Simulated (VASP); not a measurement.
# Sb in VASP: reference runs

How does Sb come out in PBE? The cell is run as given.

Program: VASP 6.6.1. These are calculated values, not measurements. Logs are shortened: lines on timing, memory, paths and dates and some standing lists are left out, and cuts for length are marked.

## 1. The structure

The cell holds a sheet with vacuum, 2 atoms: a = 3.231 Å, b = 3.110 Å, c = 31.360 Å, α = 90.00°, β = 90.00°, γ = 90.00°.

The cell was built by a generator and needn't be a form met in nature.

## 2. Single point, PBE

INCAR reads:

```
SYSTEM = Sb
  ALGO = Normal
  DIPOL = 0.5 0.5 0.287
  EDIFF = 1E-7
  ENCUT = 520
  GGA = PE
  IDIPOL = 3
  ISIF = 2
  ISMEAR = -1
  LASPH = .TRUE.
  LCHARG = .FALSE.
  LDIPOL = .TRUE.
  LREAL = .FALSE.
  LWAVE = .FALSE.
  NBANDS = 12
  NELM = 100
  PREC = Accurate
  SIGMA = 0.05
```

KPOINTS reads:

```
k-points
0
G
  8 9 1
  0 0 0
```

POSCAR reads:

```
Sb
1.0
    3.2305600000      0.0000000000      0.0000000000
    0.0000000000      3.1098000000      0.0000000000
    0.0000000000      0.0000000000     31.3600000000
Sb
2
Direct
    0.0000000000      0.0000000000      0.2463800000
    0.5000000000      0.0000000000      0.3276000000
```

Potentials or basis: VASP PAW PBE potentials, release 64 (Sb).

The run is started by

```bash
cat potpaw_PBE.64/Sb/POTCAR > POTCAR
mpirun -np 1 vasp_std > vasp.out
```

OUTCAR:

```text
SYSTEM = Sb
   EDIFF = 1E-7
   ENCUT = 520
   GGA = PE
   ISIF = 2
   ISMEAR = -1
   LASPH = .TRUE.
   LREAL = .FALSE.
   NELM = 100
   PREC = Accurate

 ion  position               nearest neighbor table
   1  0.000  0.000  0.246-   2 3.02   2 3.02
   2  0.500  0.000  0.328-   1 3.02   1 3.02

  LATTYP: Found a simple orthorhombic cell.
 ALAT       =     3.1098000000
 B/A-ratio  =     1.0388320792
 C/A-ratio  =    10.0842497910

  Lattice vectors:

 A1 = (   0.0000000000,  -3.1098000000,   0.0000000000)
 A2 = (   3.2305600000,   0.0000000000,   0.0000000000)
 A3 = (   0.0000000000,   0.0000000000,  31.3600000000)

Analysis of symmetry for initial positions (statically):
=====================================================================
 Subroutine PRICEL returns:
 Original cell was already a primitive cell.

 Routine SETGRP: Setting up the symmetry group for a
 simple orthorhombic supercell.

 Subroutine GETGRP returns: Found  8 space group operations
 (whereof  4 operations were pure point group operations)
 out of a pool of  8 trial point group operations.

The static configuration has the point symmetry C_2v.
 The point group associated with its full space group is D_2h.

Analysis of symmetry for dynamics (positions and initial velocities):
=====================================================================
 Subroutine PRICEL returns:
 Original cell was already a primitive cell.

 Routine SETGRP: Setting up the symmetry group for a
 simple orthorhombic supercell.

 Subroutine GETGRP returns: Found  8 space group operations
 (whereof  4 operations were pure point group operations)
 out of a pool of  8 trial point group operations.

The dynamic configuration has the point symmetry C_2v.
 The point group associated with its full space group is D_2h.

 Subroutine INISYM returns: Found  8 space group operations
 (whereof  4 operations are pure point group operations),
 and found     1 'primitive' translations

----------------------------------------------------------------------------------------

                                     Primitive cell

  volume of cell :     315.0550

  direct lattice vectors                    reciprocal lattice vectors
     3.230560000  0.000000000  0.000000000     0.309543856  0.000000000  0.000000000
     0.000000000  3.109800000  0.000000000     0.000000000  0.321564088  0.000000000
     0.000000000  0.000000000 31.360000000     0.000000000  0.000000000  0.031887755

  length of vectors
     3.230560000  3.109800000 31.360000000     0.309543856  0.321564088  0.031887755

[... 97 lines left out ...]
   IMIX   =      4    mixing-type and parameters
     AMIX     =   0.40;   BMIX     =  1.00
     AMIX_MAG =   1.60;   BMIX_MAG =  1.00
  volume/ion in A,a.u.               =     157.53      1063.05
  Fermi-wavevector in a.u.,A,eV,Ry     =   0.518338  0.979516  3.655530  0.268674
  Thomas-Fermi vector in A             =   1.535183
   LORBIT       =      0    0 simple, 1 ext, 2 COOP (PROOUT), +10 PAW based schemes
   GGA     = PE    functional components
   LHFCALC =     F    Hartree Fock is set to
   AEXX    =    0.0000 exact exchange contribution
   IVDW    =     0    specifies the selected vdW correction
   LEPSILON=     F    determine dielectric tensor
   LRPA    =     F    only Hartree local field effects (RPA)
 non-spin polarized calculation
  energy-cutoff  :      520.00
  volume of cell :      315.05
 maximum number of plane-waves:      8552
   NGX = 13   NGY = 11   NGZ =117

 number of electron      10.0000000 magnetization

 dipolmoment           0.000000      0.000000     -0.000000 electrons x Angstroem

 number of electron       9.9999999 magnetization

 dipolmoment           0.000000      0.000000      0.000000 electrons x Angstroem

 Free energy of the ion-electron system (eV)
  ---------------------------------------------------
  ext. energy  EPLUGINS =         0.00000000
  ---------------------------------------------------
  free energy    TOTEN  =        -7.76227992 eV

  energy without entropy =       -7.75150341  energy(sigma->0) =       -7.75689167

 E-fermi :  -1.7630     XC(G=0):  -2.2050

 val. band max:       -1.7722907865   @ k =   0.2500   0.1111   0.0000
 cond. band min:      -1.6533240342   @ k =   0.3750   0.3333   0.0000
 fundamental gap:      0.1189667524
 Fermi energy:        -1.7629552103

 k-point     1 :       0.0000    0.0000    0.0000
  band No.  band energies     occupation
      1     -14.2838      2.00000
      2     -11.7270      2.00000
      3      -5.7413      2.00000
      4      -1.2210      0.00004
      5       0.1303      0.00000
      6       1.3853      0.00000
      7       1.5838      0.00000
      8       2.0547      0.00000
      9       2.1861      0.00000
     10       2.5139      0.00000
     11       2.6417      0.00000
     12       2.8696      0.00000
[... 331 lines left out ...]
 k-point    24 :       0.3750    0.4444    0.0000
  band No.  band energies     occupation
      1     -10.1172      2.00000
      2      -8.1561      2.00000
      3      -5.4030      2.00000
      4      -4.6261      2.00000
      5      -4.1531      2.00000
      6      -3.1159      2.00000
      7      -1.0025      0.00000
      8       1.2909      0.00000
      9       1.5705      0.00000
     10       2.5812      0.00000
     11       4.1324      0.00000
     12       5.3266      0.00000

 [... further k-points ...]

------------------------ aborting loop because EDIFF is reached ----------------------------------------

 vacuum level on the upper side and lower side of the slab       (xc-potential included)        -0.009        -0.009

  FORCE on cell =-STRESS in cart. coord.  units (eV):
  Direction    XX          YY          ZZ          XY          YZ          ZX
  --------------------------------------------------------------------------------------
  -------------------------------------------------------------------------------------
  Total        1.2517236      0.2091652      0.1769208      0.0000000      0.0000000      0.0000000
  in kB        6.3655025      1.0636867      0.8997113      0.0000000      0.0000000      0.0000000
  external PRESSURE =       2.7763002 kB  Pullay stress =       0.0000000 kB

 VOLUME and BASIS-vectors are now :
 -----------------------------------------------------------------------------
  energy-cutoff  :      520.00
  volume of cell :      315.05
      direct lattice vectors                 reciprocal lattice vectors
     3.230560000  0.000000000  0.000000000     0.309543856  0.000000000  0.000000000
     0.000000000  3.109800000  0.000000000     0.000000000  0.321564088  0.000000000
     0.000000000  0.000000000 31.360000000     0.000000000  0.000000000  0.031887755

 POSITION                                       TOTAL-FORCE (eV/Angst)
 -----------------------------------------------------------------------------------
      0.00000      0.00000      7.72648         0.000000      0.000000     -0.070235
      1.61528      0.00000     10.27354         0.000000      0.000000      0.070235
 -----------------------------------------------------------------------------------
    total drift:                               -0.000000      0.000000     -0.000000

  FREE ENERGIE OF THE ION-ELECTRON SYSTEM (eV)
  ---------------------------------------------------
  free  energy   TOTEN  =        -7.7622799219 eV

  energy  without entropy=       -7.7515034127  energy(sigma->0) =       -7.75689167

 vacuum level on the upper side and lower side of the slab         2.101         2.102
```

OSZICAR:

```text
N       E                     dE             d eps       ncg     rms          rms(c)
DAV:   1     0.560516563301E+02    0.56052E+02   -0.26751E+03   600   0.526E+02
DAV:   2    -0.353992677007E+01   -0.59592E+02   -0.48083E+02   920   0.831E+01
DAV:   3    -0.771661178740E+01   -0.41767E+01   -0.41367E+01   852   0.297E+01
[... 14 lines left out ...]
DAV:  18    -0.776227796235E+01   -0.28430E-05   -0.94798E-08   692   0.649E-04    0.900E-05
DAV:  19    -0.776227920591E+01   -0.12436E-05   -0.30104E-08   632   0.336E-04    0.629E-05
DAV:  20    -0.776227973590E+01   -0.53000E-06   -0.38193E-09   648   0.146E-04    0.328E-05
DAV:  21    -0.776227985568E+01   -0.11977E-06    0.10896E-10   604   0.492E-05    0.193E-05
DAV:  22    -0.776227992189E+01   -0.66218E-07   -0.75846E-11   552   0.455E-05
   1 F= -.77622799E+01 E0= -.77568917E+01  d E =-.107765E-01
```

stdout:

```text
POSCAR found type information on POSCAR Sb
 POSCAR found :  1 types and       2 ions
 scaLAPACK will be used
 LDA part: xc-table for (Slater+PW92), standard interpolation
 POSCAR, INCAR and KPOINTS ok, starting setup
 FFT: planning ... GRIDC
 FFT: planning ... GRID_SOFT
 FFT: planning ... GRID
 WAVECAR not read
 entering main loop
```

Wall time 64 s (1 thread of Intel Xeon 6975P-C (Granite Rapids), shared host); peak memory 0.38 GiB.

Results:

```
Free energy            : -7.7623 eV
Largest force          : 0.070 eV/Å
Band gap on the k mesh : none (metal or under the smearing width)
```

Forces in eV/Å, atoms in the order of the input:
```
Sb   0.000  0.000 -0.070
Sb   0.000  0.000  0.070
```

The run has no spin-orbit coupling, so splittings on Sb are missing.
